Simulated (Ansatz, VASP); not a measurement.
# Ti2AlC: VASP beside Ansatz

Aim: how closely do two programs agree when they are given the same cell, functional and k mesh? The structure shown comes from an earlier Ansatz run, which isn't shown and may have moved the atoms alone.

Program: Ansatz 0.2.0. Level of theory: plane waves, with VASP 6.6.1 beside it; elastic constants at LDA. Results are calculated unless marked as measured.

## 1. Set-up

It takes space group P6_3/mmc (No. 194, hexagonal). The conventional cell has a = 3.014 Å, b = 3.014 Å, c = 13.516 Å, α = 90.00°, β = 90.00°, γ = 120.00°. Nearest to Ti lie 3 C at 2.07 Å and 3 Al at 2.85 Å and 3 Ti at 2.85 Å. Nearest to Al lie 6 Ti at 2.85 Å and 6 Al at 3.01 Å. Nearest to C lie 6 Ti at 2.07 Å. Farther neighbours are not listed.

## 2. Ansatz: elastic constants, LDA

Ansatz runs on its default PAW (the set named soft_2) files.

Elastic constants are differences of stresses under small strains, so they test the stress and the mesh.

Input file input.yaml:

```yaml
crystal:
  lattice:
    - [3.0144153181, 0.0, 0.0]
    - [-1.507207659, 2.6105602431, 0.0]
    - [0.0, 0.0, 13.51578021]
  atoms:
    - { symbol: Ti, position: [0.3333333333, 0.6666666667, 0.0833828741] }
    - { symbol: Ti, position: [0.6666666667, 0.3333333333, 0.5833828741] }
    - { symbol: Ti, position: [0.6666666667, 0.3333333333, 0.9166171259] }
    - { symbol: Ti, position: [0.3333333333, 0.6666666667, 0.4166171259] }
    - { symbol: Al, position: [0.3333333333, 0.6666666667, 0.75] }
    - { symbol: Al, position: [0.6666666667, 0.3333333333, 0.25] }
    - { symbol: C, position: [0.0, 0.0, 0.0] }
    - { symbol: C, position: [0.0, 0.0, 0.5] }
kpoints:
  mp_grid: { grid: [9, 9, 2] }
hamiltonian:
  xc: lda
scf:
  occupations: { method: methfessel_paxton, width: 0.25 }
output:
  forces: true
  stress: true
  eigenvalues: true
elastic:
  mode: relaxed_ion
  stencil: two_point
  amplitude: 0.01
```

Launch:

```bash
ansatz run input.yaml --threads 8 --pin off --max-ram 16384MiB --backend cpu --events-out ev --progress --plain --runs-dir out
```

Numbers of over 12 decimals in the logs are rounded to 6 here.

What it wrote:

```text
Engine: ansatz 0.2.0, aarch64-unknown-linux-gnu
Pseudopotentials: kind: paw
Pseudopotential: Ti, paw, valence charge 12, recommended cutoff 420 eV (normal), Ti.paw.azcp
Pseudopotential: Al, paw, valence charge 3, recommended cutoff 420 eV (normal), Al.paw.azcp
Pseudopotential: C, paw, valence charge 4, recommended cutoff 420 eV (normal), C.paw.azcp
Functional definition: SPW92
  exchange = slater_x
  correlation = pw_c
Crystal: 8 atoms, lattice volume = 106.360 Å³
Basis set: ecut = 420 eV, 2001 PW (Γ)
Bands: 39, of which v1, the nominal top of the filled ones, is band 31 counted from 1 (30 counted from 0)
Symmetry: 24 space group operations
Space group: P63/mmc (ITA 194), of the structure as read, at distance tolerance 4.7e-5 Å
k-points: 24 of 162
Non-local potential: Ti, projectors of the file, l = 0: 3, l = 1: 2, l = 2: 3, l = 3: 1
Non-local potential: Al, projectors of the file, l = 0: 2, l = 1: 2, l = 2: 1
Non-local potential: C, projectors of the file, l = 0: 2, l = 1: 2, l = 2: 1
PAW form: soft (Blöchl's): semilocal exchange-correlation on the pseudo side does not see the compensation charge
PAW frozen core: Ti, regenerated for the run's functional, and the local potential with it (the file was generated under x = pbe(κ = 0.804, μ = 0.219515), c = pbe(β = 0.066725))
PAW frozen core: Al, regenerated for the run's functional, and the local potential with it (the file was generated under x = pbe(κ = 0.804, μ = 0.219515), c = pbe(β = 0.066725))
PAW frozen core: C, regenerated for the run's functional, and the local potential with it (the file was generated under x = pbe(κ = 0.804, μ = 0.219515), c = pbe(β = 0.066725))
PAW one-centre angular grid: Ti, 590 points (default); XC on 64 Gauss nodes
PAW one-centre angular grid: Al, 110 points (default); XC on 64 Gauss nodes
PAW one-centre angular grid: C, 110 points (default); XC on 64 Gauss nodes
Initial density: superposition of atomic densities (neutral atoms: chi_scale 0, normalization atom), corrected by the library's trained network
Initial wavefunctions: pseudopotential atomic-orbital guess
Functional: x = slater, c = lda
SCF iter   1: F=—  HF=-11319.132580 eV  |F-HF|=—  |Δ(HF+E_count)|=         —  Δρ=6.18e-3  dr2=2.68e-2  ethr=1.77e-3  ⟨swp⟩=5.5  Hψ=3725  notcnv=0
preconditioner: auto → Kerker (q_TF=auto, 2.494 Å⁻¹)  [metal: Δε(μ)=0.026 eV  Ē_g=5.498 eV  σ=0.250 eV  W_gap=0.09  n_scr=28 (ndim 8)  ℏωp=19.7 eV  f_vac=0.000  D(μ)=2.50/eV (n_scr^D=8)]
SCF iter   2: F=—  HF=-11319.126477 eV  |F-HF|=—  |Δ(HF+E_count)|=   6.10e-3  S|Δr|=    0.00e0  Δρ=3.29e-3  dr2=1.05e-2  ethr=4.32e-5  ⟨swp⟩=1.2  Hψ=1134  notcnv=0
SCF iter   3: F=—  HF=-11319.123914 eV  |F-HF|=—  |Δ(HF+E_count)|=   2.56e-3  S|Δr|=    0.00e0  Δρ=7.90e-4  dr2=1.09e-3  ethr=1.69e-5  ⟨swp⟩=2.5  Hψ=1222  notcnv=0
SCF iter   4: F=—  HF=-11319.123659 eV  |F-HF|=—  |Δ(HF+E_count)|=   2.56e-4  S|Δr|=    0.00e0  Δρ=2.38e-4  dr2=1.38e-4  ethr=1.76e-6  ⟨swp⟩=2.0  Hψ=1229  notcnv=0
SCF iter   5: F=—  HF=-11319.123630 eV  |F-HF|=—  |Δ(HF+E_count)|=   2.83e-5  S|Δr|=    0.00e0  Δρ=5.47e-5  dr2=4.48e-6  ethr=2.23e-7  ⟨swp⟩=2.0  Hψ=1204  notcnv=0
SCF iter   6: F=—  HF=-11319.123633 eV  |F-HF|=—  |Δ(HF+E_count)|=   2.35e-6  S|Δr|=    0.00e0  Δρ=1.01e-5  dr2=2.01e-7  ethr=7.22e-9  ⟨swp⟩=2.2  Hψ=1195  notcnv=0
SCF iter   7: F=—  HF=-11319.123633 eV  |F-HF|=—  |Δ(HF+E_count)|=   4.42e-8  S|Δr|=    0.00e0  Δρ=2.39e-6  dr2=8.16e-9  ethr=3.24e-10  ⟨swp⟩=2.0  Hψ=1197  notcnv=0
SCF iter   8: F=—  HF=-11319.123633 eV  |F-HF|=—  |Δ(HF+E_count)|=   1.94e-9  S|Δr|=    0.00e0  Δρ=8.28e-7  dr2=9.49e-10  ethr=1.32e-11  ⟨swp⟩=2.0  Hψ=1513  notcnv=0
SCF iter   9: F=—  HF=-11319.123633 eV  |F-HF|=—  |Δ(HF+E_count)|=  2.95e-10  S|Δr|=    0.00e0  Δρ=2.03e-7  dr2=3.91e-11  ethr=1.53e-12  ⟨swp⟩=2.0  Hψ=1533  notcnv=0
SCF iter  10: F=—  HF=-11319.123633 eV  |F-HF|=—  |Δ(HF+E_count)|=  7.28e-12  S|Δr|=    0.00e0  Δρ=3.89e-8  dr2=1.60e-12  ethr=6.30e-14 (applied; sched 1.00e-12)  ⟨swp⟩=2.0  Hψ=1525  notcnv=0  defer=36
SCF iter  11: F=-11319.123633 eV  HF=-11319.123633 eV  |F-HF|=1.82e-12  |Δ(HF+E_count)|=  3.64e-12  S|Δr|=    0.00e0  Δρ=7.50e-9  dr2=6.47e-14  ethr=1.00e-12  ⟨swp⟩=7.2  Hψ=3683  notcnv=0
SCF 1 converged in 11 iterations: F = -11319.123633 eV  dr2 = 6.47e-14
  greatest PAW one-centre occupation: 0.999 electrons in one spin orbital (limit 2), on the Ti atom at site 3 (counted from 0), in its partial waves of l = 0
relax step   1: F+E_penalty+E_count = -11319.12363258 eV  Δ(F+E_penalty+E_count) = +0.000e0 eV  max|allowed force component| = 7.855e-5 eV/Å  Δτ_max = 0.0000 Å  (11 SCF iters, accepted)
[...]
relax step   4: F+E_penalty+E_count = -11319.11969930 eV  Δ(F+E_penalty+E_count) = -4.180e-7 eV  max|allowed force component| = 6.055e-5 eV/Å  Δτ_max = 0.0001 Å  (8 SCF iters, accepted)
[...]
relax step   5: F+E_penalty+E_count = -11319.11969930 eV  Δ(F+E_penalty+E_count) = -7.276e-10 eV  max|allowed force component| = 9.185e-7 eV/Å  Δτ_max = 0.0000 Å  (6 SCF iters, accepted)
iter 1 solved again at ethr=1.00e-12 eV; its pass at ethr=3.10e-3 eV (dr2=4.87e-14 eV) is discarded
SCF iter   1: F=—  HF=-11319.119699 eV  |F-HF|=—  |Δ(HF+E_count)|=         —  Δρ=3.11e-9  dr2=3.72e-14  ethr=1.00e-12  ⟨swp⟩=8.0  Hψ=9545  notcnv=1
SCF iter   2: F=-11319.119699 eV  HF=-11319.119699 eV  |F-HF|=3.64e-12  |Δ(HF+E_count)|=  1.82e-12  S|Δr|=    0.00e0  Δρ=1.80e-9  dr2=1.53e-14  ethr=1.00e-12  ⟨swp⟩=3.9  Hψ=5668  notcnv=0
SCF 35 converged in 2 iterations: F = -11319.119699 eV  dr2 = 1.53e-14
SCF converged after 7 iterations
Stability not checked: this state was not tested for a lower state beside it, because cold or Methfessel-Paxton smearing, or corrected tetrahedra, fill the levels in a way that the test cannot read (fill_not_monotonic; see scf.lower_state_search)
Free energy (F): -11319.123633 eV
Harris-Foulkes:  -11319.123633 eV  (|F-HF|=0.00e0)
Internal energy: -11319.130787 eV  (E = F + TS)
E sigma→0 (E₀):  -11319.125421 eV
Entropy (-TS):   0.007154 eV (0.894 meV/atom)
Fermi energy:    11.852392 eV
Step filling:    the computed levels leave a gap of 0.0030 eV = 0.0 smearing widths at the electron count; against every level under it full and every level over it empty, smearing changes F+E_penalty+E_count by -3.109 meV and its σ→0 estimate by -4.898 meV
--- Per-component energies (eV) ---
  E_band       = -599.553955
  E_kinetic    = 1325.132015
  E_local      = -5519.240630  (includes V_loc(G=0)·N_el)
  E_nonlocal   = 120.492002
  E_hartree    = 2427.017587
  E_xc         = -567.802574
  E_vxc        = -673.034960  (∫ρ·V_xc dr)
  E_paw        = -5064.328198  (= ΣΔE_a)
  E_vpaw       = -706.937972  (= ΣTr[D̂ρ^β])
  E_aug_tail   = 0.000411  (compensation charges beyond the density's cutoff)
  E_ewald      = -4041.942298
  E_core_change = 1.540899  (= ΣΔE_core)
  E_smearing   = 0.007154  (= −TS)
  E_closure    = 0.000000  (closes the sum)
  Σ components = -11319.123633   (vs F -11319.123633, Δ=0.00e0)
--- Forces (eV/Å), atoms counted from 1 ---
  atom   1  Ti     0.00000000    -0.00000000     0.00000692
  atom   2  Ti    -0.00000000     0.00000000     0.00000692
  atom   3  Ti    -0.00000000     0.00000000    -0.00000692
  atom   4  Ti     0.00000000    -0.00000000    -0.00000692
  atom   5  Al     0.00000000     0.00000000    -0.00000000
  atom   6  Al    -0.00000000     0.00000000     0.00000000
  atom   7  C     -0.00000000    -0.00000000     0.00000000
  atom   8  C     -0.00000000    -0.00000000     0.00000000
  max |Σ_I F_I| component: 5.78e-17 eV/Å
--- Stress (GPa, compression-positive) ---
       -0.002713       0.000000      -0.000000
        0.000000      -0.002713      -0.000000
       -0.000000      -0.000000      -0.002873
  P = ⅓ Tr σ = -0.0028 GPa (-0.028 kbar)
--- Band table (eV; the first three rows and the last of 24) ---
  k-point 0: bands = [... 27 lower, 10.4613, 12.2484, 12.5415, 12.7462, 12.7462, 12.7669, 12.7669, 13.7446, ... 4 higher]
  k-point 1: bands = [... 27 lower, 10.0638, 12.4148, 12.4148, 12.7565, 12.7565, 12.7565, 12.7565, 13.7681, ... 4 higher]
  k-point 2: bands = [... 27 lower, 10.4804, 12.2053, 12.4063, 12.4128, 12.6368, 12.9023, 12.9323, 13.2713, ... 4 higher]
  k-point 23: bands = [... 27 lower, 10.2369, 10.5978, 10.5978, 11.1524, 11.1524, 12.1847, 12.1847, 13.6867, ... 4 higher]
--- Elastic constants: 3 strain directions × 2 members + reference (group order 24) ---
  dense FFT box of the reference and of every strained cell: 24×24×96
  strains applied: 11, 33, 23; error gains: componentwise 1.00 (the most a stress slope's error grows in a printed constant), spectral 1.41 (1 for all six strains in a standard setting)
  reference relaxed by the batch: 2 steps; max|allowed force component| 7.86e-5 eV/Å at the deck's positions, 6.82e-6 at the last accepted step, 6.92e-6 by the solve of record
  largest displacement 3.4e-6 Å; the constants are those of the deck's cell at these positions:
  atoms:
    - { symbol: Ti, position: [0.333333, 0.666667, 0.083383] }
    - { symbol: Ti, position: [0.666667, 0.333333, 0.583383] }
    - { symbol: Ti, position: [0.666667, 0.333333, 0.916617] }
    - { symbol: Ti, position: [0.333333, 0.666667, 0.416617] }
    - { symbol: Al, position: [0.333333, 0.666667, 0.750000] }
    - { symbol: Al, position: [0.666667, 0.333333, 0.250000] }
    - { symbol: C, position: [0, 0, 0] }
    - { symbol: C, position: [0, 0, 0.500000] }
  C = ∂σ_k/∂η_j (tension-positive GPa; Voigt order 11 22 33 23 13 12):
       335.166     66.315     67.837      0.000     -0.000     -0.000
        66.315    335.166     67.837      0.000     -0.000      0.000
        67.784     67.784    296.289     -0.000      0.000     -0.000
        -0.000      0.000      0.000    120.001     -0.000      0.000
         0.000     -0.000      0.000     -0.000    120.001      0.000
        -0.000      0.000     -0.000     -0.000     -0.000    134.425
  reference stress σ⁰ (GPa):      0.003      0.003      0.003      0.000      0.000     -0.000
  C* (energy form; C + prestress term) asymmetry max|C*_kj − C*_jk| = 5.328e-2 GPa — a small one proves nothing (zero by symmetry where the batch's group is 432, −43m or m−3m); a large one is finite-difference/SCF noise where every solve meets its electron count
  moduli (Voigt/Reuss/Hill, GPa): K = 152.28/151.85/152.06   G = 125.86/125.41/125.64   E = 295.52   ν = 0.176
  mechanically stable: yes (min eigenvalue of sym C = 120.00 GPa)
  strain η (Voigt 11):  stress-route row diagonal C_11 = 335.17 GPa, energy-path curvature d²(F+E_count+ΔE)/dδ²/Ω₀ = 335.13 GPa
         δ    σ_11 (GPa)             F (eV)   n_scf  n_hpsi   n_pw
    -1.000e-2      -3.4477      -11319.1123080       2   16297   2099   relax 4 steps, max|allowed force component| 4.66e-5 eV/Å
     1.000e-2       3.2556      -11319.1127570       2   16265   2121   relax 3 steps, max|allowed force component| 2.97e-5 eV/Å
  strain η (Voigt 33):  stress-route row diagonal C_33 = 296.29 GPa, energy-path curvature d²(F+E_count+ΔE)/dδ²/Ω₀ = 296.32 GPa
         δ    σ_33 (GPa)             F (eV)   n_scf  n_hpsi   n_pw
    -1.000e-2      -3.0474      -11319.1137235       2    7825   2081   relax 4 steps, max|allowed force component| 4.20e-5 eV/Å
     1.000e-2       2.8784      -11319.1140764       2    7787   2127   relax 5 steps, max|allowed force component| 1.03e-7 eV/Å
  strain η (Voigt 23):  stress-route row diagonal C_44 = 120.00 GPa, energy-path curvature d²(F+E_count+ΔE)/dδ²/Ω₀ = 120.11 GPa
         δ    σ_23 (GPa)             F (eV)   n_scf  n_hpsi   n_pw
    -1.000e-2      -1.2000      -11319.1196993       2   16560   2109   relax 5 steps, max|allowed force component| 7.42e-6 eV/Å
     1.000e-2       1.2000      -11319.1196993       2   16553   2109   relax 5 steps, max|allowed force component| 9.18e-7 eV/Å
```

(Part 1 of 2 ends here.)

[Lines on the potential files, build, host, timing and source positions are cut from VASP's logs without a mark.]

[Logs are printed without paths, hosts, clocks, repeated set-up lines and the standing remarks that a program may print on its own settings, such as how far it seeks lower states.]

[Hosts, paths, dates, database ids (printed as entryN), source tags and the programs' standing remarks are cut or masked in the printed files.]
